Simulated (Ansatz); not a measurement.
The system is BaTiO3.

```
Ba Ti O
1.0
     3.99980    0.00000    0.00000
     0.00000    3.99980    0.00000
     0.00000    0.00000    8.03600
Ba Ti O
2 2 6
Cartesian
  3.9971 0.0060 0.0165
  0.0027 3.9938 4.0015
  1.9573 1.9913 1.9280
  2.0425 2.0085 5.9633
  2.0111 2.0083 0.0866
  1.9887 1.9915 4.0600
  2.0226 0.0067 2.0741
  1.9772 3.9931 6.0825
  0.0311 1.9987 2.1106
  3.9687 2.0011 6.0460
```

Base run:

| Quantity | Value |
| --- | --- |
| Program | Ansatz 0.2.0 |
| Functional | r2SCAN |
| Potentials or basis | Ansatz PAW |
| Cutoff | 500 eV (not typed: the program's choice for these potentials) |
| k mesh | 7 × 7 × 4 |
| Occupations | fermi-dirac, width 0.05 eV |
| Spin | no spin polarisation |

Its results: band gap on the k mesh 2.40 eV; pressure -0.1 GPa; largest force 1.022 eV/Å.

Task: The run is repeated on the same cell with these changes: functional from r2SCAN to PBE; cutoff from 500 eV (not typed: the program's choice for these potentials) to 420 eV (not typed: the program's choice for these potentials); k mesh from 7 × 7 × 4 to 9 × 9 × 5. What comes out?

Result: Band gap on the k mesh 2.02 eV; pressure 3.1 GPa; largest force 0.964 eV/Å.

Several settings changed at once, so the effect can't be laid on one alone.

Caveats: spin-orbit coupling is left out, which moves the levels of the heavy elements; the k mesh misses the band edges, so the gap on the mesh is wider than the one along the path (some runs); the PAW data sets come from PBE, with cores solved anew for the run's functional, which leaves a small shift of forces and pressure (some runs); forces of over 1 eV/Å show positions far from the minimum, so gaps and moduli don't describe the material at rest (some runs); odd divisions of the mesh miss points on the zone boundary, where band edges often lie, so the gap on the mesh can be too wide (some runs).
